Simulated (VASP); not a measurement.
SnO2:

```
Sn O
1.0
     3.02327    0.00000    0.00000
     0.00000    4.96468    0.00000
     0.00000    0.00000    5.97696
Sn O
1 2
Cartesian
  1.5116 2.4823 0.0000
  0.0000 2.4823 4.6364
  0.0000 2.4823 1.3405
```

The cell was built by a generator and needn't be a form met in nature.

| Property | Result |
| --- | --- |
| Program | VASP 6.6.1 |
| Task | relaxation of cell and atoms |
| Functional | PBE |
| Potentials or basis | VASP PAW PBE potentials, release 64 (Sn_d, O) |
| Cutoff | 600 eV |
| k mesh | 9 × 6 × 5 |
| Occupations | fermi-dirac, width 0.05 eV |
| Spin | no spin polarisation |

At the start: pressure 0.7 GPa; volume 29.90 Å³/atom.

Question: How do energy, volume and symmetry change on relaxing?

Answer: Over 25 steps the energy falls by 8.9 meV/atom and the volume is 36.55 Å³/atom (+22.2 %); space group Pmmm (No. 47, to 0.05 Å).

Step by step:
```
step  energy change (eV)  largest force (eV/Å)  pressure (GPa)  volume (Å³)
   1              0.0000                0.0933            0.70        89.71
   2              0.0032                0.2992           -0.84        91.42
   3             -0.0016                0.0541            0.12        90.33
   4             -0.0025                0.0452            0.10        90.75
   5             -0.0050                0.0191            0.08        92.00
   6             -0.0091                0.0339            0.07        94.54
   7             -0.0139                0.1470            0.03        99.71
   8             -0.0070                0.3957           -0.05       110.42
   9             -0.0142                0.2177            0.05       102.16
  10             -0.0145                0.2149            0.04       102.31
  11             -0.0154                0.2075            0.03       102.76
  12             -0.0171                0.1928            0.02       103.65
  13             -0.0200                0.1634            0.00       105.45
  14             -0.0241                0.1077           -0.06       109.08
  15             -0.0212                0.0048           -0.24       116.47
  16             -0.0250                0.0837           -0.10       111.17
  17             -0.0250                0.0786           -0.10       111.49
  18             -0.0242                0.0433           -0.17       113.97
  19             -0.0250                0.0756           -0.11       111.76
  20             -0.0257                0.0647           -0.07       111.20
  21             -0.0266                0.0310            0.09       109.51
  22             -0.0267                0.0004            0.01       109.62
  23             -0.0267                0.0093           -0.02       109.65
  24             -0.0267                0.0082           -0.01       109.65
  25             -0.0267                0.0097            0.00       109.64
```

Final structure:
```xyz
3
Lattice="3.0329 0.0000 0.0000 0.0000 5.7208 0.0000 0.0000 0.0000 6.3193" Properties=species:S:1:pos:R:3 pbc="T T T"
Sn    1.5165    2.8604    0.0000
O     0.0000    2.8604    4.9752
O     0.0000    2.8604    1.3441
```

Caveat: the volume moved by over 15 % at a fixed basis, so the end points are rough.
